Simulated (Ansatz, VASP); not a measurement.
# One calculation of Au, two programs

```
Au
1.0
    -1.64683    1.64683    1.64683
     1.64683   -1.64683    1.64683
     1.64683    1.64683   -1.64683
Au
1
Direct
  0.00000 0.00000 0.00000
```

Alike in both runs: functional PBE; k mesh 18 × 18 × 18; occupations gaussian, width 0.1 eV; no spin polarisation.

Ansatz relaxed the structure, and its values are those at the end. VASP's run is a single point on that final structure, the one shown.

```csv
,VASP,Ansatz
version,VASP 6.6.1,Ansatz 0.2.0
potentials or method,"VASP PAW PBE potentials, release 64 (Au)","scalar-relativistic, plane waves, PAW"
plane-wave cutoff (eV),520,420
valence electrons in the cell,11,19
```

```csv
,VASP,Ansatz,Ansatz less VASP
gap on the k mesh at the Fermi level (eV),none,none,-
pressure (GPa),0.7,1.0,+0.25
```

A gap of «none» marks a metal or a gap that the smearing closes. The two sets of potentials don't hold the same shells in valence.

The runs have no spin-orbit coupling, so splittings on Au are missing.
